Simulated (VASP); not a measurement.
# C (Fd-3m) in VASP: a series of runs

Runs on C. Level: r2SCAN+rVV10. Tasks: relaxation of cell and atoms.

All numbers are computed with VASP 6.6.1; they aren't measurements. Logs are shortened: lines on timing, memory, paths and dates and some standing lists are left out, and cuts for length are marked.

## 1. The crystal as given

Symmetry: Fd-3m, No. 227, cubic system. Conventional cell: a = 3.567 Å, b = 3.567 Å, c = 3.567 Å, α = 90.00°, β = 90.00°, γ = 90.00°. C (site symmetry -43m) has 4 C at 1.54 Å as nearest neighbours.

This isn't the form of C at room conditions, which is graphite.

## 2. Relaxation of cell and atoms, r2SCAN+rVV10

INCAR reads:

```
SYSTEM = C
ALGO = Normal
BPARAM = 11.95
CPARAM = 0.0093
EDIFF = 1E-7
EDIFFG = -0.002
ENCUT = 520
IBRION = 2
ISIF = 3
ISMEAR = 0
IVDW_NL = 2
LASPH = .TRUE.
LCHARG = .FALSE.
LMIXTAU = .TRUE.
LREAL = .FALSE.
LUSE_VDW = .TRUE.
LWAVE = .FALSE.
METAGGA = R2SCAN
NELM = 60
NSW = 80
PREC = Accurate
SIGMA = 0.02
```

KPOINTS reads:

```
k-points
0
G
  14 14 14
  0 0 0
```

POSCAR reads:

```
C
1.0
    0.0000000000      1.7833700000      1.7833700000
    1.7833700000      0.0000000000      1.7833700000
    1.7833700000      1.7833700000      0.0000000000
C
2
Direct
    0.0000000000      0.0000000000      0.0000000000
    0.2500000000      0.2500000000      0.2500000000
```

Potentials or basis: VASP PAW PBE potentials, release 64 (C).

On the command line:

```
cat potpaw_PBE.64/C/POTCAR > POTCAR
mpirun -np 1 vasp_std > vasp.out
```

OUTCAR:

```text
SYSTEM = C
   BPARAM = 11.95
   EDIFF = 1E-7
   EDIFFG = -0.002
   ENCUT = 520
   IBRION = 2
   ISIF = 3
   ISMEAR = 0
   IVDW_NL = 2
   LASPH = .TRUE.
   LREAL = .FALSE.
   METAGGA = R2SCAN
   NELM = 60
   NSW = 80
   PREC = Accurate

 ion  position               nearest neighbor table
   1  0.000  0.000  0.000-   2 1.54   2 1.54   2 1.54   2 1.54
   2  0.250  0.250  0.250-   1 1.54   1 1.54   1 1.54   1 1.54

  LATTYP: Found a face centered cubic cell.
 ALAT       =     3.5667400000

  Lattice vectors:

 A1 = (   0.0000000000,   1.7833700000,   1.7833700000)
 A2 = (   1.7833700000,   0.0000000000,   1.7833700000)
 A3 = (   1.7833700000,   1.7833700000,   0.0000000000)

Analysis of symmetry for initial positions (statically):
=====================================================================
 Subroutine PRICEL returns:
 Original cell was already a primitive cell.

 Routine SETGRP: Setting up the symmetry group for a
 face centered cubic supercell.

 Subroutine GETGRP returns: Found 48 space group operations
 (whereof 24 operations were pure point group operations)
 out of a pool of 48 trial point group operations.

The static configuration has the point symmetry T_d .
 The point group associated with its full space group is O_h .

Analysis of symmetry for dynamics (positions and initial velocities):
=====================================================================
 Subroutine PRICEL returns:
 Original cell was already a primitive cell.

 Routine SETGRP: Setting up the symmetry group for a
 face centered cubic supercell.

 Subroutine GETGRP returns: Found 48 space group operations
 (whereof 24 operations were pure point group operations)
 out of a pool of 48 trial point group operations.

The dynamic configuration has the point symmetry T_d .
 The point group associated with its full space group is O_h .

 Subroutine INISYM returns: Found 48 space group operations
 (whereof 24 operations are pure point group operations),
 and found     1 'primitive' translations

----------------------------------------------------------------------------------------

                                     Primitive cell

  volume of cell :      11.3437

  direct lattice vectors                    reciprocal lattice vectors
     0.000000000  1.783370000  1.783370000    -0.280368067  0.280368067  0.280368067
     1.783370000  0.000000000  1.783370000     0.280368067 -0.280368067  0.280368067
     1.783370000  1.783370000  0.000000000     0.280368067  0.280368067 -0.280368067

  length of vectors
     2.522066041  2.522066041  2.522066041     0.485611737  0.485611737  0.485611737

  position of ions in fractional coordinates (direct lattice)
     0.000000000  0.000000000  0.000000000
     0.250000000  0.250000000  0.250000000

  ion indices of the primitive-cell ions
   primitive index   ion index
                 1           1
                 2           2

----------------------------------------------------------------------------------------

 KPOINTS: k-points

Automatic generation of k-mesh.
 Grid dimensions read from file:
 generate k-points for:   14   14   14

 Generating k-lattice:

  Cartesian coordinates                     Fractional coordinates (reciprocal lattice)
    -0.020026291  0.020026291  0.020026291     0.071428571  0.000000000  0.000000000
     0.020026291 -0.020026291  0.020026291     0.000000000  0.071428571  0.000000000
     0.020026291  0.020026291 -0.020026291     0.000000000  0.000000000  0.071428571

  Length of vectors
     0.034686553  0.034686553  0.034686553

  Shift w.r.t. Gamma in fractional coordinates (k-lattice)
     0.000000000  0.000000000  0.000000000

 Subroutine IBZKPT returns following result:
 ===========================================

 Found    104 irreducible k-points:

 Following reciprocal coordinates:
            Coordinates               Weight
  0.000000  0.000000  0.000000      1.000000
  0.071429  0.000000  0.000000      8.000000
  0.142857  0.000000  0.000000      8.000000
  0.214286  0.000000  0.000000      8.000000
  0.285714  0.000000  0.000000      8.000000
  0.357143  0.000000  0.000000      8.000000
[... 16 lines left out ...]
  0.214286  0.142857  0.000000     24.000000
  0.285714  0.142857  0.000000     24.000000
 [... further k-points ...]
   k-points           NKPTS =    104   k-points in BZ     NKDIM =    104   number of bands    NBANDS=      8
   number of dos      NEDOS =    301   number of ions     NIONS =      2
   total plane-waves  NPLWV =   8000
   dimension x,y,z NGX =    20 NGY =   20 NGZ =   20
   dimension x,y,z NGXF=    40 NGYF=   40 NGZF=   40
   ions per type =               2
   NGX,Y,Z   is equivalent  to a cutoff of  13.18, 13.18, 13.18 a.u.
   NGXF,Y,Z  is equivalent  to a cutoff of  26.37, 26.37, 26.37 a.u.
 SYSTEM =  C
   PREC   = accura    normal or accurate (medium, high low for compatibility)
   ISTART =      0    job   : 0-new  1-cont  2-samecut
   ICHARG =      2    charge: 1-file 2-atom 10-const
   ISPIN  =      1    spin polarized calculation?
   LNONCOLLINEAR =      F non collinear calculations
   LSORBIT =      F    spin-orbit coupling
   LASPH  =      T    aspherical Exc in radial PAW
   ENCUT  =  520.0 eV  38.22 Ry    6.18 a.u.   4.69  4.69  4.69*2*pi/ulx,y,z
   NELM   =     60;   NELMIN=  2; NELMDL= -5     # of ELM steps
   EDIFF  = 0.1E-06   stopping-criterion for ELM
   LREAL  =      F    real-space projection
   EDIFFG = -.2E-02   stopping-criterion for IOM
   NSW    =     80    number of steps for IOM
   IBRION =      2    ionic relax: 0-MD 1-quasi-New 2-CG
   NFREE  =      1    steps in history (QN), initial steepest desc. (CG)
   ISIF   =      3    stress and relaxation
   ISYM   =      2    0-nonsym 1-usesym 2-fastsym
   POTIM  = 0.5000    time-step for ionic-motion
   TEBEG  =    0.0;   TEEND  =   0.0 temperature during run
   PSTRESS=    0.0 pullay stress
   NELECT =       8.0000    total number of electrons
   NUPDOWN=      -1.0000    fix difference up-down
   EMIN   =  10.00;   EMAX   =-10.00  energy-range for DOS
   EFERMI =   0.00;   METHOD = LEGACY
   ISMEAR =     0;   SIGMA  =   0.02  broadening in eV -4-tet -1-fermi 0-gaus
   EFERMI_NEDOS =   21; number of points for ismear=-14 and -15
   IALGO  =     38    algorithm
   IMIX   =      4    mixing-type and parameters
     AMIX     =   0.40;   BMIX     =  1.00
     AMIX_MAG =   1.60;   BMIX_MAG =  1.00
  volume/ion in A,a.u.               =       5.67        38.28
  Fermi-wavevector in a.u.,A,eV,Ry     =   1.457203  2.753714 28.891161  2.123440
  Thomas-Fermi vector in A             =   2.574032
   LORBIT       =      0    0 simple, 1 ext, 2 COOP (PROOUT), +10 PAW based schemes
   METAGGA = R2SCAN    functional components
   LHFCALC =     F    Hartree Fock is set to
   AEXX    =    0.0000 exact exchange contribution
   IVDW_NL    =     2    kernel type
   BPARAM     =11.9500
   IVDW    =     0    specifies the selected vdW correction
   LEPSILON=     F    determine dielectric tensor
   LRPA    =     F    only Hartree local field effects (RPA)
 conjugate gradient relaxation of ions
 non-spin polarized calculation
 Gauss-broadening in eV      SIGMA  =   0.02
  energy-cutoff  :      520.00
  volume of cell :       11.34
 maximum number of plane-waves:       316
   NGX =  9   NGY =  9   NGZ =  9

--------------------------------------- Ionic step        1  -------------------------------------------

 number of electron       7.9999999 magnetization

 Free energy of the ion-electron system (eV)
  ---------------------------------------------------
  ext. energy  EPLUGINS =         0.00000000
  ---------------------------------------------------
  free energy    TOTEN  =       -19.58081645 eV

  energy without entropy =      -19.58081645  energy(sigma->0) =      -19.58081645

------------------------ aborting loop because EDIFF is reached ----------------------------------------

  FORCE on cell =-STRESS in cart. coord.  units (eV):
  Direction    XX          YY          ZZ          XY          YZ          ZX
  --------------------------------------------------------------------------------------
  -------------------------------------------------------------------------------------
  Total       -0.1577058     -0.1577058     -0.1577058      0.0000000     -0.0000000      0.0000000
  in kB      -22.2742928    -22.2742928    -22.2742928      0.0000000     -0.0000000      0.0000000
  external PRESSURE =     -22.2742928 kB  Pullay stress =       0.0000000 kB
[... 21 lines left out ...]
  energy  without entropy=      -19.5808164508  energy(sigma->0) =      -19.58081645

--------------------------------------- Ionic step        2  -------------------------------------------

 number of electron       7.9999999 magnetization

 E-fermi :  10.0394     XC(G=0): -14.3527

 val. band max:        9.8860065052   @ k =   0.0000   0.0000   0.0000
 cond. band min:      14.2037038544   @ k =   0.3571   0.3571   0.0000
 fundamental gap:      4.3176973492
 Fermi energy:        10.0393740605

 k-point     1 :       0.0000    0.0000    0.0000
  band No.  band energies     occupation
      1     -12.9849      2.00000
      2       9.8860      2.00000
      3       9.8860      2.00000
      4       9.8860      2.00000
      5      15.7462      0.00000
      6      15.7462      0.00000
      7      15.7462      0.00000
      8      23.9709      0.00000
[... 286 lines left out ...]
  energy  without entropy=      -19.5805580091  energy(sigma->0) =      -19.58055801

--------------------------------------- Ionic step        3  -------------------------------------------

 number of electron       7.9999999 magnetization

 Free energy of the ion-electron system (eV)
  ---------------------------------------------------
  ext. energy  EPLUGINS =         0.00000000
  ---------------------------------------------------
  free energy    TOTEN  =       -19.58121409 eV

  energy without entropy =      -19.58121409  energy(sigma->0) =      -19.58121409

 E-fermi :   9.9271     XC(G=0): -14.3176

 val. band max:        9.7921953976   @ k =   0.0000   0.0000   0.0000
 cond. band min:      14.0949178537   @ k =   0.3571   0.3571   0.0000
 fundamental gap:      4.3027224562
 Fermi energy:         9.9270913177

 k-point     1 :       0.0000    0.0000    0.0000
  band No.  band energies     occupation
      1     -12.9894      2.00000
      2       9.7922      2.00000
      3       9.7922      2.00000
      4       9.7922      2.00000
      5      15.6347      0.00000
      6      15.6347      0.00000
      7      15.6347      0.00000
      8      23.7224      0.00000
[... 282 lines left out ...]
  FREE ENERGIE OF THE ION-ELECTRON SYSTEM (eV)
  ---------------------------------------------------
  free  energy   TOTEN  =       -19.5812140937 eV

  energy  without entropy=      -19.5812140937  energy(sigma->0) =      -19.58121409

 reached required accuracy - stopping structural energy minimisation
```

Wall time 88 s (1 thread of Intel Xeon Platinum 8488C (Sapphire Rapids), shared host); peak memory 0.18 GiB.

What came out:

```
Free energy                            : -19.5812 eV
Relaxed volume                         : 5.64 Å³/atom
Relaxed cell                           : a = 2.518 Å, b = 2.518 Å, c = 2.518 Å, α = 60.00°, β = 60.00°, γ = 60.00°
Space group after relaxing (to 0.05 Å) : Fd-3m (No. 227)
Energy gained by relaxing              : 0.2 meV/atom
Ionic steps                            : 3
Pressure after relaxing                : 0.0 GPa
Band gap on the k mesh                 : 4.30 eV, indirect (least direct gap 5.84 eV)
```

Step by step:
```csv
step,energy change (eV),largest force (eV/Å),pressure (GPa),volume (Å³)
1,0.0000,0.0000,-2.23,11.34
2,0.0003,0.0000,2.93,11.21
3,-0.0004,0.0000,0.01,11.29
```

Final structure:
```
C
1.0
     0.00000    1.78039    1.78039
     1.78039    0.00000    1.78039
     1.78039    1.78039    0.00000
C
2
Direct
  0.00000 0.00000 0.00000
  0.25000 0.25000 0.25000
```

Caveat: the PAW data sets were made with another functional, which shifts forces and pressure a little. r2SCAN opens gaps a little over a GGA but as a rule still falls short of measured ones.

## 3. Relaxation of cell and atoms, r2SCAN+rVV10

This run uses another cell than the first one, of 5.64 Å³/atom, 0.995 times its volume.

INCAR is that of step 2.

KPOINTS is that of step 2.

POSCAR reads:

```
C                                       
1.0
   -0.0000000000      1.7803921701      1.7803921701
    1.7803921701     -0.0000000000      1.7803921701
    1.7803921701      1.7803921701     -0.0000000000
  C             
     2
Direct
     0.0000000000000000    0.0000000000000000    0.0000000000000000
     0.2500000000000000    0.2500000000000000    0.2500000000000000
```

Potentials or basis: VASP PAW PBE potentials, release 64 (C).

On the command line:

```
cat potpaw_PBE.64/C/POTCAR > POTCAR
mpirun -np 1 vasp_std > vasp.out
```

OUTCAR:

```text
SYSTEM = C
   BPARAM = 11.95
   EDIFF = 1E-7
   EDIFFG = -0.002
   ENCUT = 520
   IBRION = 2
   ISIF = 3
   ISMEAR = 0
   IVDW_NL = 2
   LASPH = .TRUE.
   LREAL = .FALSE.
   METAGGA = R2SCAN
   NELM = 60
   NSW = 80
   PREC = Accurate

 ion  position               nearest neighbor table
   1  0.000  0.000  0.000-   2 1.54   2 1.54   2 1.54   2 1.54
   2  0.250  0.250  0.250-   1 1.54   1 1.54   1 1.54   1 1.54

  LATTYP: Found a face centered cubic cell.
 ALAT       =     3.5607843402

  Lattice vectors:

[... 450 lines left out ...]
      5      15.9866      0.00000
      6      20.3061      0.00000
      7      20.4498      0.00000
      8      22.8190      0.00000

 [... further k-points ...]
[... 5 lines left out ...]
  --------------------------------------------------------------------------------------
  -------------------------------------------------------------------------------------
  Total        0.0020018      0.0020018      0.0020018     -0.0000000     -0.0000000      0.0000000
  in kB        0.2841537      0.2841537      0.2841537     -0.0000000     -0.0000000      0.0000000
  external PRESSURE =       0.2841537 kB  Pullay stress =       0.0000000 kB

 VOLUME and BASIS-vectors are now :
 -----------------------------------------------------------------------------
  energy-cutoff  :      520.00
  volume of cell :       11.29
      direct lattice vectors                 reciprocal lattice vectors
     0.000000000  1.780392170  1.780392170    -0.280837002  0.280837002  0.280837002
     1.780392170  0.000000000  1.780392170     0.280837002 -0.280837002  0.280837002
     1.780392170  1.780392170  0.000000000     0.280837002  0.280837002 -0.280837002

 POSITION                                       TOTAL-FORCE (eV/Angst)
 -----------------------------------------------------------------------------------
      0.00000      0.00000      0.00000        -0.000000      0.000000     -0.000000
      0.89020      0.89020      0.89020         0.000000     -0.000000      0.000000
 -----------------------------------------------------------------------------------
    total drift:                                0.000000      0.000000      0.000000

  FREE ENERGIE OF THE ION-ELECTRON SYSTEM (eV)
  ---------------------------------------------------
  free  energy   TOTEN  =       -19.5810864395 eV

  energy  without entropy=      -19.5810864395  energy(sigma->0) =      -19.58108644

 reached required accuracy - stopping structural energy minimisation
```

Run time: 52 s. Hardware: 1 thread of Intel Xeon Platinum 8488C (Sapphire Rapids), shared host; peak memory 0.17 GiB.

Results:

- Free energy: -19.5811 eV
- Pressure after relaxing: 0.0 GPa
- Band gap on the k mesh: 4.30 eV, indirect (least direct gap 5.84 eV)

Final structure:
```xyz
2
Lattice="0.0000 1.7804 1.7804 1.7804 0.0000 1.7804 1.7804 1.7804 0.0000" Properties=species:S:1:pos:R:3 pbc="T T T"
C     0.0000    0.0000    0.0000
C     0.8902    0.8902    0.8902
```

Levels at points of the mesh, in eV from the valence-band top:
| k point | band 1 | band 2 | band 3 | band 4 | band 5 | band 6 | band 7 | band 8 |
| --- | --- | --- | --- | --- | --- | --- | --- | --- |
| (0.00, 0.00, 0.00) | -22.78 | 0.00 | 0.00 | 0.00 | 5.84 | 5.84 | 5.84 | 13.93 |
| (0.50, 0.00, 0.00) | -16.80 | -14.12 | -2.99 | -2.99 | 8.89 | 8.89 | 9.18 | 16.70 |
| (0.50, 0.50, 0.00) | -13.63 | -13.63 | -6.70 | -6.70 | 4.97 | 4.97 | 17.95 | 17.95 |

Caveat: the relaxation stopped at its first step, so nothing moved; the PAW data sets were made with another functional, which shifts forces and pressure a little. r2SCAN opens gaps a little over a GGA but as a rule still falls short of measured ones.
